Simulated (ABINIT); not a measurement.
The system is Ge.

```
CELL_PARAMETERS angstrom
0.00000 2.82891 2.82891
2.82891 0.00000 2.82891
2.82891 2.82891 0.00000
ATOMIC_POSITIONS crystal
Ge 0.75000 0.75000 0.75000
Ge 0.50000 0.50000 0.50000
```

Program: ABINIT 10.8.3 (patched build). Alike in all runs: no spin polarisation; cell as given; smearing fermi-dirac 0.05 eV.

Task: Order these runs on this cell by their band gap on the k mesh, lowest first.
A. level PBE0-1/3; potentials or basis SPMS NC PBE v1.0; k mesh 6 × 6 × 6; cutoff (eV) 762; most SCF steps 60; thinning of the exchange mesh (fockdownsampling) 2 × 2 × 2
B. level B3LYP; potentials or basis SPMS NC PBE v1.0; k mesh 6 × 6 × 6; cutoff (eV) 707; most SCF steps 60; thinning of the exchange mesh (fockdownsampling) 2 × 2 × 2
C. level WC; potentials or basis PseudoDojo NC SR PBEsol v0.4.1 standard; k mesh 8 × 8 × 8; cutoff (eV) 1061
D. level RPBE; potentials or basis PseudoDojo NC SR PBE v0.4.1 standard; k mesh 8 × 8 × 8; cutoff (eV) 1061
E. level r2SCAN; potentials or basis JTH PAW PBE v2.0; k mesh 8 × 8 × 8; cutoff (eV) 707; fine-grid cutoff 1306.15 eV

Result: C (metal), D (0.20 eV), E (0.40 eV), B (1.15 eV), A (2.22 eV).

Caveats: exact exchange is summed on a coarse mesh, which widens gaps by tenths of an eV (some runs); this crystal is a semiconductor, whose small gap the functional closes, so the metal is an error of the method (some runs).

A k mesh can miss the band edges.

Not every run made on this cell is shown here.
